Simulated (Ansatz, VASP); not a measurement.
## Two plane-wave programs on Cl

The input INCAR:

```
SYSTEM = Cl
  ALGO = Normal
  EDIFF = 1E-6
  ENCUT = 520
  GGA = PE
  ISIF = 2
  ISMEAR = -1
  LASPH = .True.
  LCHARG = .False.
  LREAL = .False.
  LWAVE = .False.
  NBANDS = 22
  NELM = 80
  PREC = Accurate
  SIGMA = 0.05
```

Contents of KPOINTS:

```
k-points
0
Gamma
  7 7 4
  0 0 0
```

File POSCAR:

```
Cl
1.0
    3.1238919815     -2.2348988739      0.0000000000
    3.1238919815      2.2348988739      0.0000000000
    0.0000000000      0.0000000000      8.1548976686
Cl
4
Direct
    0.3700000000      0.6300000000      0.4000000000
    0.1300000000      0.8700000000      0.9000000000
    0.6300000000      0.3700000000      0.6000000000
    0.8700000000      0.1300000000      0.1000000000
```

File input.yaml:

```yaml
crystal:
  lattice:
    - [3.1238919815, -2.2348988739, 0.0]
    - [3.1238919815, 2.2348988739, 0.0]
    - [0.0, 0.0, 8.1548976686]
  atoms:
    - { symbol: Cl, position: [0.37, 0.63, 0.4] }
    - { symbol: Cl, position: [0.13, 0.87, 0.9] }
    - { symbol: Cl, position: [0.63, 0.37, 0.6] }
    - { symbol: Cl, position: [0.87, 0.13, 0.1] }
hamiltonian:
  xc: pbe
  pseudopotentials: { kind: paw }
kpoints:
  mp_grid: { grid: [7, 7, 4] }
scf:
  occupations: { method: fermi_dirac, width: 0.05 }
output:
  forces: true
  stress: true
  eigenvalues: true
  write_density: true
  write_potential: true
  elf: true
  volumetric_format: npy
```

Alike in both runs: task single point; functional PBE; k mesh 7 × 7 × 4; occupations fermi-dirac, width 0.05 eV; no spin polarisation.

```csv
,VASP,Ansatz
version,VASP 6.6.1,Ansatz 0.2.0
potentials or method,"VASP PAW PBE potentials, release 64 (Cl)",Ansatz PAW
plane-wave cutoff (eV),520,420
valence electrons in the cell,28,28
```

|  | VASP | Ansatz | Ansatz less VASP |
| --- | --- | --- | --- |
| gap on the k mesh at the Fermi level (eV) | 2.62 | 2.57 | -0.048 |
| least direct gap on the mesh (eV) | 2.67 | 2.62 | -0.049 |
| pressure (GPa) | 0.9 | 1.3 | +0.40 |
| largest component of the traceless stress (GPa) | 0.48 | 0.21 | -0.261 |
| rms of the force components (eV/Å) | 0.068 | 0.167 | +0.0985 |

Atom by atom the forces differ by 0.113 eV/Å (rms over components). One of these differences is far larger than is usual between the two programs; its cause wasn't traced. The functional is the same, so the differences come from potentials, cutoffs and numerics.

Caveats: an odd mesh through Γ misses points on the zone boundary, where band edges often lie (VASP); odd divisions of the mesh miss points on the zone boundary, where band edges often lie, so the gap on the mesh can be too wide (Ansatz).
